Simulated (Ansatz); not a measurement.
SiC (Moissanite):

```
Si C
1.0
     3.07600    0.00000    0.00000
    -1.53800    2.66389    0.00000
     0.00000    0.00000    5.04800
Si C
2 2
Cartesian
  1.5380 0.8880 2.5240
  0.0000 1.7759 0.0000
  1.5380 0.8880 4.4675
  0.0000 1.7759 1.9435
```

Program: Ansatz 0.2.0. Alike in all runs: task single point; level HSE06 form with a typed share of exact exchange; potentials or basis Ansatz PAW; no spin polarisation; cell as given; k mesh 5 × 5 × 3; cutoff (eV) 420; smearing fermi-dirac 0.05 eV; the mesh is coarse, so values aren't converged.

**Question.** Order these runs on this cell by their pressure, lowest first.
A. screening (1/Å) 0.2; share of exact exchange 0.05
B. screening (1/Å) 0.2; share of exact exchange 0.5
C. screening (1/Å) 0.6; share of exact exchange 0.25
D. screening (1/Å) 0.2; share of exact exchange 0.4
E. screening (1/Å) 0.15; share of exact exchange 0.25

**Answer.** B (-5.4 GPa), D (-3.7 GPa), E (-1.1 GPa), C (0.6 GPa), A (2.7 GPa).

Caveats: all runs use coarse meshes; the PAW data sets come from PBE, with cores solved anew for the run's functional, which leaves a small shift of forces and pressure; the thresholds are loose for stress.
